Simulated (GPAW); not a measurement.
Runs of GPAW 26.7.0 on BAs. The structure is cubic, space group F-43m (No. 216). The conventional cell has a = 4.777 Å, b = 4.777 Å, c = 4.777 Å, α = 90.00°, β = 90.00°, γ = 90.00°. Around As (site symmetry -43m) lie 4 B at 2.07 Å. B (site symmetry -43m) is surrounded by 4 As at 2.07 Å. 

```tsv
task	level	potentials or basis	spin	band path	band points	spin axis theta (degrees)	spin axis phi (degrees)	soc after scf	gap on the mesh (eV)	V0 of scaled cells (Å³/atom)	B0 (GPa)
band structure	vdW-DF-cx	GPAW PAW data sets (gpaw-data 1.2.1), pw	SOC, no magnetisation	GXWKGLUWLK,UX	80	54.7	45	second variation	1.08	-	-
equation of state	RPBE	the program's PAW data sets (release 1.2.1) made for this functional, pw	off	-	-	-	-	-	-	(b)	126
band structure	optB88-vdW	GPAW PAW data sets (gpaw-data 1.2.1), pw	SOC, no magnetisation	GXWKGLUWLK,UX	80	90	45	second variation	1.22	-	-
equation of state	C09-vdW	GPAW PAW data sets (gpaw-data 1.2.1), pw	off	-	-	-	-	-	-	13.73	138
equation of state	PW91	PAW data sets generated in the run's folder for this functional, pw	off	-	-	-	-	-	-	13.95	132
band structure	GLLB-SC	the program's PAW data sets (release 1.2.1) made for this functional, pw	off	GXWKGLUWLK,UX	80	-	-	-	(a)	-	-
```

Alike in all rows: cell as given; k mesh 8 × 8 × 8; cutoff (eV) 800; smearing fermi-dirac 0.05 eV.

Problem. Fill in the values left out.

Solution. (a) 1.73; (b) 14.24.

Caveats: the PAW data sets were made with another functional, which shifts forces and pressure a little (some runs); spin-orbit coupling was added after a scalar SCF, so levels and gaps hold it while energy, forces, pressure and moments don't (some runs); this program's spin-orbit splittings come out too wide for heavy elements (some runs); the GLLB-SC gap is the Kohn-Sham gap of the path plus the derivative discontinuity (some runs); a model potential gives levels but no total energy (some runs).

A k mesh can miss the band edges, and rows without SOC leave out spin-orbit coupling on As.

Runs at the PBE level aren't shown here.
